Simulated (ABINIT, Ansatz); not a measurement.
# NaF (Villiaumite): G0W0 with ABINIT, start to end

How does a plane-wave GW calculation on NaF (Villiaumite) run from the first input to the gap?

Program: ABINIT 10.8.3. Level of theory: PBE and many-body steps on it, plane waves. Results are calculated unless marked as measured.

The database entry behind the starting cell differs from later determinations by our own check (0.1 to 0.3 % short, probably kX units), so it need not match the best structure at ambient conditions.

### Step 1. Set-up

Symmetry: Fm-3m, No. 225, cubic system. Conventional cell: a = 4.620 Å, b = 4.620 Å, c = 4.620 Å, α = 90.00°, β = 90.00°, γ = 90.00°. Na has 6 F at 2.31 Å nearest. Nearest to F lie 6 Na at 2.31 Å. Farther neighbours and most contacts between anions are not listed.

The cell and positions come from the Crystallography Open Database and are kept as given unless a step says otherwise.

### Step 2. Ground state

This step: ABINIT 10.8.3; DFT, PBE, plane waves, norm-conserving pseudopotentials.

The ground-state density comes first.

Contents of run.abi:

```
acell 3*1.0 Angstrom
rprim 
  0.000000000000 2.310000000000 2.310000000000
  2.310000000000 0.000000000000 2.310000000000
  2.310000000000 2.310000000000 0.000000000000
ntypat 2
znucl 11 9
natom 2
typat 1 2
xred 
  0.000000000000 0.000000000000 0.000000000000
  0.500000000000 0.500000000000 0.500000000000
pp_dirpath "pseudos"
pseudos "Na.upf, F.upf"
ecut 38
ngkpt 8 8 8
nshiftk 1
shiftk 0 0 0
kptopt 1
chksymbreak 0
nband 13
occopt 1
tolvrs 1e-10
nstep 60
prtwf 0
optforces 0
optstress 0
indata_prefix "in"
outdata_prefix "out"
tmpdata_prefix "tmp"
```

Launch:

```
$ OMP_NUM_THREADS=1 mpirun -n 8 abinit run.abi > log
```

Numbers of over 12 decimals in the logs are rounded to 6 here.

The program printed:

```text
.Version 10.8.3 of ABINIT. v10.8.2 released Aug 2026.

 Symmetries : space group Fm -3 m (#225); Bravais cF (face-center cubic)
================================================================================
 Values of the parameters that define the memory need of the present run
     intxc =       0    ionmov =       0      iscf =       7    lmnmax =       5
     lnmax =       5     mgfft =      36  mpssoang =       3    mqgrid =    3001
     natom =       2  nloc_mem =       1    nspden =       1   nspinor =       1
    nsppol =       1      nsym =      48    n1xccc =    2501    ntypat =       2
    occopt =       1   xclevel =       2
-    mband =          13        mffmem =           1         mkmem =           4
       mpw =        1880          nfft =       46656          nkpt =          29
================================================================================
  Rough estimation (10% accuracy) of disk space for files :
================================================================================

--------------------------------------------------------------------------------
------------- Echo of variables that govern the present computation ------------
--------------------------------------------------------------------------------
 -outvars: echo values of preprocessed input variables --------
            acell      1.8897261259E+00  1.8897261259E+00  1.8897261259E+00 Bohr

      chksymbreak           0
             ecut      3.80000000E+01 Hartree
-          fftalg         312

              ixc     -101130
              kpt      0.00000000E+00  0.00000000E+00  0.00000000E+00
                       1.25000000E-01  0.00000000E+00  0.00000000E+00
                       2.50000000E-01  0.00000000E+00  0.00000000E+00
                       3.75000000E-01  0.00000000E+00  0.00000000E+00
                       5.00000000E-01  0.00000000E+00  0.00000000E+00
                       1.25000000E-01  1.25000000E-01  0.00000000E+00
                       2.50000000E-01  1.25000000E-01  0.00000000E+00
                       3.75000000E-01  1.25000000E-01  0.00000000E+00
                       5.00000000E-01  1.25000000E-01  0.00000000E+00
   [... 18 further rows ...]
                      -3.75000000E-01  5.00000000E-01  1.25000000E-01
                      -2.50000000E-01  5.00000000E-01  2.50000000E-01
         kptrlatt        8    0    0      0    8    0      0    0    8
          kptrlen      4.93873623E+01
P           mkmem           4
            natom           2
            nband          13
            ngfft          36      36      36
             nkpt          29
            nstep          60
             nsym          48
           ntypat           2
              occ      2.000000  2.000000  2.000000  2.000000  2.000000  2.000000
                       2.000000  2.000000  0.000000  0.000000  0.000000  0.000000
                       0.000000
        optforces           0
        optstress           0
            prtwf           0
            rprim      0.0000000000E+00  2.3100000000E+00  2.3100000000E+00
[...]
spgroup         225

           tolvrs      1.00000000E-10

             xred      0.0000000000E+00  0.0000000000E+00  0.0000000000E+00
[...]
znucl       11.00000    9.00000

================================================================================

 chkinp: Checking input parameters for consistency.

================================================================================
== DATASET  1 ==================================================================
-   mpi_nproc: 8, omp_nthreads: 1 (-1 if OMP is not activated)

--- !DatasetInfo
iteration_state: {dtset: 1, }
dimensions: {natom: 2, nkpt: 29, mband: 13, nsppol: 1, nspinor: 1, nspden: 1, mpw: 1880, }
cutoff_energies: {ecut:  38.0, pawecutdg:  -1.0, }
electrons: {nelect:   1.60000000E+01, charge:   0.00000000E+00, occopt:   1.00000000E+00, tsmear:   1.00000000E-02, }

 Real(R)+Recip(G) space primitive vectors, cartesian coordinates (Bohr,Bohr^-1):
 R(1)=  0.0000000  4.3652674  4.3652674  G(1)= -0.1145405  0.1145405  0.1145405
 R(2)=  4.3652674  0.0000000  4.3652674  G(2)=  0.1145405 -0.1145405  0.1145405
 R(3)=  4.3652674  4.3652674  0.0000000  G(3)=  0.1145405  0.1145405 -0.1145405
 Unit cell volume ucvol=  1.6636522E+02 bohr^3
 Angles (23,13,12)=  6.00000000E+01  6.00000000E+01  6.00000000E+01 degrees

 getcut: wavevector=  0.0000  0.0000  0.0000  ngfft=  36  36  36
         ecut(hartree)=     38.000   => boxcut(ratio)=   2.10145

--- Pseudopotential description ------------------------------------------------
- Na Generated using ONCVPSP code by D. R. Hamann
- 11.00000   9.00000  171031                  znucl, zion, pspdat
12 -101130 1 -1 1992                          pspcod,pspxc,lmax,lloc,mmax
     nproj     2     2     0
  pspatm : epsatm=    9.36084378
         --- l  ekb(1:nproj) -->
[...]
pspatm: atomic psp has been read  and splines computed

- F Generated using ONCVPSP code by D. R. Hamann
-  9.00000   7.00000  171031                  znucl, zion, pspdat
12 -101130 2 -1 832                           pspcod,pspxc,lmax,lloc,mmax
     nproj     2     2     1
  pspatm : epsatm=    4.87625608
         --- l  ekb(1:nproj) -->
[...]
1   -3.955629   -1.291931
             2   -2.441503
 pspatm: atomic psp has been read  and splines computed

   2.27793598E+02                                ecore*ucvol(ha*bohr**3)
--------------------------------------------------------------------------------

_setup2: Arith. and geom. avg. npw (full set) are    1861.705    1861.686

================================================================================

--- !BeginCycle
iteration_state: {dtset: 1, }
solver: {iscf: 7, nstep: 60, nline: 4, wfoptalg: 0, }
tolerances: {tolvrs: 1.00E-10, }

     iter   Etot(hartree)      deltaE(h)  residm     vres2
 ETOT  1  -70.408066656601    -7.041E+01 6.300E-02 2.786E+02
 ETOT  2  -70.422707022849    -1.464E-02 1.575E-03 2.132E+02
 ETOT  3  -70.480757204434    -5.805E-02 2.641E-03 1.018E+01
 ETOT  4  -70.482977861201    -2.221E-03 2.252E-04 2.827E-02
 ETOT  5  -70.482978541303    -6.801E-07 2.558E-05 4.400E-03
 ETOT  6  -70.482979443633    -9.023E-07 2.926E-05 3.641E-04
 ETOT  7  -70.482979498542    -5.491E-08 2.428E-06 2.384E-05
 ETOT  8  -70.482979502242    -3.700E-09 3.552E-06 1.244E-07
 ETOT  9  -70.482979502256    -1.455E-11 2.568E-07 9.006E-10
 ETOT 10  -70.482979502257    -1.194E-12 4.594E-07 2.958E-11

 At SCF step   10       vres2   =  2.96E-11 < tolvrs=  1.00E-10 =>converged.

--- !ResultsGS
iteration_state: {dtset: 1, }
comment   : Summary of ground state results
lattice_vectors:
- [  0.0000000,   4.3652674,   4.3652674, ]
- [  4.3652674,   0.0000000,   4.3652674, ]
- [  4.3652674,   4.3652674,   0.0000000, ]
lattice_lengths: [   6.17342,    6.17342,    6.17342, ]
lattice_angles: [ 60.000,  60.000,  60.000, ] # degrees, (23, 13, 12)
lattice_volume:   1.6636522E+02
convergence: {deltae: -1.194E-12, res2:  2.958E-11, residm:  4.594E-07, diffor:  0.000E+00, }
etotal    :  -7.04829795E+01
entropy   :   0.00000000E+00
fermie    :  -4.88605676E-02
cartesian_stress_tensor: null
pressure_GPa: null
xred      :
- [  0.0000E+00,   0.0000E+00,   0.0000E+00, Na]
- [  5.0000E-01,   5.0000E-01,   5.0000E-01,  F]
cartesian_forces: null
force_length_stats: {min: null, max: null, mean: null, }

 Integrated electronic density in atomic spheres:
 ------------------------------------------------
 Atom  Sphere_radius  Integrated_density
    1        2.00000          7.97084872
    2        2.00000          7.05564392
================================================================================

 ----iterations are completed or convergence reached----

 Mean square residual over all n,k,spin=   15.498E-10; max=  45.940E-08
 reduced coordinates (array xred) for    2 atoms
       0.000000000000      0.000000000000      0.000000000000
       0.500000000000      0.500000000000      0.500000000000
 rms dE/dt=  0.0000E+00; max dE/dt=  0.0000E+00; dE/dt below (all hartree)
    1       0.000000000000      0.000000000000      0.000000000000
    2       0.000000000000      0.000000000000      0.000000000000

 cartesian coordinates (angstrom) at end:
    1      0.000000     0.000000     0.000000
    2      2.310000     2.310000     2.310000
 length scales=  1.889726125908  1.889726125908  1.889726125908 bohr
              =  1.000000000000  1.000000000000  1.000000000000 angstroms
 prteigrs : about to open file out_EIG
 Fermi (or HOMO) energy (hartree) =  -0.04886   Average Vxc (hartree)=  -0.33630
 Eigenvalues (hartree) for nkpt=  29  k points:
 kpt#   1, nband= 13, wtk=  0.00195, kpt=  0.0000  0.0000  0.0000 (reduced coord)
  -1.77830   -0.75120   -0.74502   -0.74502   -0.74502   -0.04886   -0.04886   -0.04886
   0.18595    0.65511    0.65511    0.65511    0.75878
 prteigrs : prtvol=0 or 1, do not print more k-points.

--- !EnergyTerms
iteration_state     : {dtset: 1, }
comment             : Components of total free energy in Hartree
kinetic             :  4.41522876582249E+01
hartree             :  2.26330635976220E+01
xc                  : -1.24994461213702E+01
Ewald energy        : -4.19984822340426E+01
psp_core            :  1.36923810434905E+00
local_psp           : -6.66884159253213E+01
non_local_psp       : -1.74512245817192E+01
total_energy        : -7.04829795022573E+01
total_energy_eV     : -1.91793957900349E+03
band_energy         : -9.95671373633647E+00

== END DATASET(S) ==============================================================
================================================================================

 -outvars: echo values of variables after computation  --------
           etotal     -7.0482979502E+01
            nband          13
             nkpt          29
          spgroup         225
 [... the other variables as echoed above ...]

 Calculation completed.
```

It took 3.1 s on 8 MPI ranks of AMD EPYC 9R45, shared host; peak memory 0.59 GiB.

This step gave:

```yaml
total_energy: -1917.9396 eV
gap: 6.390 eV
k_of_the_valence_top: 0, 0, 0
k_of_the_conduction_bottom: 0, 0, 0
least_direct_gap: 6.390 eV
```

The gap is direct, at Γ.

(Continued in part 2 of 3.)

[Paths, hosts, dates, memory and timing lines, banners, echoed tables and standing remarks are left out of the program output.]

[Logs are printed without paths, hosts, clocks, repeated set-up lines and the standing remarks that a program may print on its own settings, such as how far it seeks lower states.]

[Runs of the session that timed out or met a known fault of the program may be left out.]

[Hosts, paths, dates, database ids (printed as entryN), source tags and the programs' standing remarks are cut or masked in the printed files.]

[G0W0 gaps are taken among the corrected bands and points alone; a level outside them can change the order at an edge.]

[Where Ansatz stands beside ABINIT at settings called matched, ABINIT's density can come from a denser mesh and the files from another edition; pairs whose starting gaps differed by over 0.03 eV were left out, so agreement reads better than it is.]
